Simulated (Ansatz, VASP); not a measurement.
## One calculation of RbBr, two programs

File INCAR:

```
PREC     = Accurate       # precision mode
ENCUT    = 520            # plane-wave cutoff, eV
EDIFF    = 1E-7           # SCF threshold, eV
ISMEAR   = -1             # smearing method
SIGMA    = 0.05           # smearing width, eV
LREAL    = False          # projectors in reciprocal space
LASPH    = True           # aspherical terms in the spheres
NELM     = 60             # most SCF steps
ALGO     = Normal         # electronic algorithm
ISIF     = 2              # what is computed and relaxed
LWAVE    = False          # write WAVECAR
LCHARG   = False          # write CHGCAR
GGA      = PE             # functional
NBANDS   = 15             # bands
```

KPOINTS

```
Automatic mesh
0
Gamma
  7 7 7
```

The input POSCAR:

```
RbBr
1.0
    4.1260773000      0.0000000000      0.0000000000
    0.0000000000      4.1260773000      0.0000000000
    0.0000000000      0.0000000000      4.1260773000
Rb Br
1 1
Direct
   -0.0070150000      0.0053080000     -0.0074170000
    0.4916270000      0.5062970000      0.5044660000
```

Contents of input.yaml:

```yaml
crystal:
  lattice:
    - [4.1260773, 0.0, 0.0]
    - [0.0, 4.1260773, 0.0]
    - [0.0, 0.0, 4.1260773]
  atoms:
    - { symbol: Rb, position: [-0.007015, 0.005308, -0.007417] }
    - { symbol: Br, position: [0.491627, 0.506297, 0.504466] }
hamiltonian:
  xc: pbe
  pseudopotentials: { kind: paw }
kpoints:
  mp_grid: { grid: [7, 7, 7] }
scf:
  occupations: { method: fermi_dirac, width: 0.05 }
output:
  forces: true
  stress: true
  eigenvalues: true
```

Change from the starting cell: atoms moved at random, drawn with an rms of 0.05 Å.

Alike in both runs: task single point; functional PBE; k mesh 7 × 7 × 7; occupations fermi-dirac, width 0.05 eV; no spin polarisation.

|  | VASP | Ansatz |
| --- | --- | --- |
| version | VASP 6.6.1 | Ansatz 0.2.0 |
| potentials or method | VASP PAW PBE potentials, release 64 (Rb_sv, Br) | Ansatz PAW |
| plane-wave cutoff (eV) | 520 | 420 |
| valence electrons in the cell | 16 | 16 |

Ansatz gave:

* gap on the k mesh at the Fermi level (eV): 4.11
* least direct gap on the mesh (eV): 4.24
* pressure (GPa): 0.8
* rms of the force components (eV/Å): 0.023

Problem. Which values does VASP return?

Solution. gap on the k mesh at the Fermi level (eV): 4.11; least direct gap on the mesh (eV): 4.24; pressure (GPa): 0.8; rms of the force components (eV/Å): 0.024.

Atom by atom the forces differ by 0.000 eV/Å (rms over components).

Caveats: an odd mesh through Γ misses points on the zone boundary, where band edges often lie (VASP); odd divisions of the mesh miss points on the zone boundary, where band edges often lie, so the gap on the mesh can be too wide (Ansatz).
